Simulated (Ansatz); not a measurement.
**CuCl2 in Ansatz: the effect of functional**

CuCl2:

```
Cu Cl
1.0
    -2.23973    2.23973    6.81386
     2.23973   -2.23973    6.81386
     2.23973    2.23973   -6.81386
Cu Cl
1 2
Cartesian
  0.0000 0.0000 0.0000
  2.2397 0.0000 0.0000
  0.0000 2.2397 0.0000
```

Measurements of this composition are mostly on another form, of space group No. 12.

The cell isn't the ideal one: volume scaled by 0.98.

Alike in all runs:

- Program: Ansatz 0.2.0
- Task: single point
- Potentials or basis: Ansatz PAW
- k mesh: 8 × 8 × 8
- Occupations: fermi-dirac, width 0.05 eV
- Spin: no spin polarisation

Task: One run gave: pressure 0.2 GPa. Which functional did it use?
A. r2SCAN
B. PBEsol
C. LDA

Result: A.

| functional | cutoff | pressure (GPa) |
| --- | --- | --- |
| LDA | 420 eV (not typed: the program's choice for these potentials) | -1.5 |
| PBEsol | 420 eV (not typed: the program's choice for these potentials) | -0.5 |
| r2SCAN | 500 eV (not typed: the program's choice for these potentials) | 0.2 |

Caveats: an odd number of electrons without spin polarisation forces a metal; a magnetic or distorted state may lie lower; the run has no spin polarisation, though such a crystal can be magnetic; the PAW data sets come from PBE, with cores solved anew for the run's functional, which leaves a small shift of forces and pressure.
